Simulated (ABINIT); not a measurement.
# HfN: single point with HSE06

The system is HfN.

```
Hf N
1.0
     0.00000    2.25600    2.25600
     2.25600    0.00000    2.25600
     2.25600    2.25600    0.00000
Hf N
1 1
Direct
  0.00000 0.00000 0.00000
  0.50000 0.50000 0.50000
```

* Program: ABINIT 10.8.3 (patched build)
* Task: single point
* Functional: HSE06
* Potentials or basis: SPMS NC PBE v1.0
* Cutoff: 952 eV
* k mesh: 6 × 6 × 6
* Occupations: fermi-dirac, width 0.05 eV
* Spin: no spin polarisation
* Share of exact exchange: 0.5
* Most SCF steps: 60
* Thinning of the exchange mesh (fockdownsampling): 2 × 2 × 2

```yaml
Band_gap_on_the_k_mesh: none (metal or under the smearing width)
Valence_electrons_inside_the_program's_atomic_spheres: Hf 8.37; N 5.32
```

Levels at points of the mesh, in eV from the Fermi level:
| k point | band 5 | band 6 | band 7 | band 8 | band 9 | band 10 | band 11 | band 12 | band 13 |
| --- | --- | --- | --- | --- | --- | --- | --- | --- | --- |
| (0.00, 0.00, 0.00) | -22.95 | -5.34 | -5.34 | -5.34 | -0.85 | -0.85 | -0.85 | 2.29 | 2.51 |
| (0.50, 0.00, 0.00) | -19.64 | -12.20 | -8.93 | -8.93 | 4.22 | 4.68 | 4.68 | 4.68 | 10.53 |
| (0.50, 0.50, 0.00) | -21.62 | -8.27 | -6.11 | -6.11 | -4.78 | 4.93 | 6.63 | 6.73 | 6.73 |

Run time: 12 min on 4 MPI ranks on Arm Neoverse V1 (shared host), peak memory 0.28 GiB a rank.

Caveat: the k mesh is coarse (spacing up to 0.40 Å⁻¹), so the values aren't converged, least of all with exact exchange; exact exchange is summed on a coarse mesh, which widens gaps by tenths of an eV; Libxc's HSE differs a little from that of other programs. Spin-orbit coupling is left out, which matters for the levels of Hf.
